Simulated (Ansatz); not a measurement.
How settings move the results for AgBr

```
Ag Br
1.0
     0.00000    2.92045    2.92045
     2.92045    0.00000    2.92045
     2.92045    2.92045    0.00000
Ag Br
1 1
Direct
  0.00000 0.00000 0.00000
  0.50000 0.50000 0.50000
```

Atoms are numbered in the order listed.

The cell was built from the rocksalt type and relaxed in the same program, and has space group Fm-3m; it needn't be a known or the stable phase.

Level of theory: Ansatz 0.2.0, DFT, PBE, PAW with Ansatz's default frozen-core files, scalar-relativistic.

Numerical set-up: a Γ-centred 13×13×13 k mesh, Fermi–Dirac smearing of 0.03 eV, cutoff 420 eV, no spin polarisation. One setting is then changed at a time.

P includes the program's estimate of the Pulay (finite-basis) term, listed apart; without it the pressure would be far more sensitive to the cutoff.

```
PAW cutoff (eV)  free energy less the base's (meV/atom)  P (GPa)  Pulay term in P (GPa)  gap on the mesh (eV)
     420 (base)                                     0.0     0.00                   0.04                 0.708
            150                                   32488        ?                 706.65                     ?
            300                                    62.6    -0.02                   4.47                 0.725
            350                                     2.3     0.00                   0.25                 0.709
            600                                    -1.6     0.00                   0.00                 0.708
            800                                    -1.7     0.00                   0.00                 0.708
```

(1) What belongs in the row "150", column "gap on the mesh (eV)"?

(2) What belongs in the row "150", column "P (GPa)"?

Results:

(1) 2.106.

(2) -8.78.
